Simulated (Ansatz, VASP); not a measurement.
## Two plane-wave programs on ZnO

```
Zn O
1.0
     3.14862    0.00000    0.00000
    -1.57431    2.72679    0.00000
     0.00000    0.00000    7.25608
Zn O
2 2
Cartesian
  0.0000 0.0000 5.4421
  0.0000 0.0000 1.8140
  0.0000 1.8179 1.8140
  1.5743 0.9089 5.4421
```

Alike in both runs: task single point; functional PBEsol; k mesh 9 × 9 × 4; occupations gaussian, width 0.02 eV; no spin polarisation.

|  | VASP | Ansatz |
| --- | --- | --- |
| version | VASP 6.6.1 | Ansatz 0.2.0 |
| potentials or method | VASP PAW PBE potentials, release 64 (Zn, O) | scalar-relativistic, plane waves, PAW |
| plane-wave cutoff (eV) | 520 | 420 |
| valence electrons in the cell | 36 | 36 |

|  | VASP | Ansatz | Ansatz less VASP |
| --- | --- | --- | --- |
| gap on the k mesh at the Fermi level (eV) | 0.78 | 0.77 | -0.010 |
| least direct gap on the mesh (eV) | 0.78 | 0.77 | -0.010 |
| pressure (GPa) | 10.0 | 9.0 | -1.01 |
| largest component of the traceless stress (GPa) | 10.87 | 9.77 | -1.100 |

With one functional, cell and mesh, what is left measures potentials, basis and numerics.

Caveats: the PAW data sets were made with another functional, which shifts forces and pressure a little (VASP); an odd mesh through Γ misses points on the zone boundary, where band edges often lie.
